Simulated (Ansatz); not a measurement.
## CaO: the change of pressure with volume scale

Results calculated with Ansatz 0.2.0, not measured. Periodic Kohn-Sham DFT of a crystal at fixed atoms, scaled to volume_scale times the given cell; pressure positive in compression, energy less spherical unpolarised free atoms, largest_vzz the field gradient of largest size among the nuclei.

The cell before it is scaled or strained (space group Fm-3m, No. 225):
```
cell vectors (Å)
   0.0000     2.4490     2.4490
   2.4490     0.0000     2.4490
   2.4490     2.4490     0.0000
atoms (fractions of the cell vectors)
Ca  0.00000  0.00000  0.00000
O   0.50000  0.50000  0.50000
```

Settings of every row: method frozen-core PAW; functional PBE; relativity scalar; k mesh 11x11x11; filling fermi-dirac; smearing width 0.02 eV; wave cutoff 420 eV; paw set soft_2.

Atom start moment: 0 on all atoms.

Limits: the cell was measured well above room temperature.

| row | volume scale | V (Å³/atom) | pressure (GPa) |
| --- | --- | --- | --- |
| 1 | 0.9405 | 13.814 | 2.191 |
| 2 | 0.97 | 14.247 | -1.13 |
| 3 | 1 | 14.688 | ? |
| 4 | 1.03 | 15.129 | -6.416 |
| 5 | 1.06 | 15.569 | -8.466 |

Question: what pressure should row 3 give?

Worked fit of pressure. Take u = (V_r/V)^(2/3) − 1 with V_r = 14.688 Å³ an atom, which is twice the finite (Eulerian) strain; such expansions in the strain, on which the Birch-Murnaghan equation of state is built, carry the rest volume and the bulk modulus. The shown rows have u = 0.04175, 0.02053, -0.01953, -0.03809. Least squares give pressure = −3.994 + 131.968 × u + 385.36 × u² GPa; a straight line predicts inner rows, each left out in turn, worse (root mean square 0.35 against 0.02 GPa). The rows lie off it by 0.004, -0.008, 0.008, -0.004 (root mean square 0.0063 GPa). The pressure vanishes at u = 0.0280, or V = 14.09 Å³ an atom, and there the bulk modulus at fixed shape and fractions is B = −V dP/dV = (2/3)(1 + u) dP/du = 105 GPa. The withheld row has u = 0, so the fit gives −3.994 + 131.968 × (0) + 385.36 × (0)² = -3.994 GPa.

The calculation gave -3.993 GPa. The fit lies 0.001 GPa (0.0094 % of the column's range) below it, one unit of the last digit.
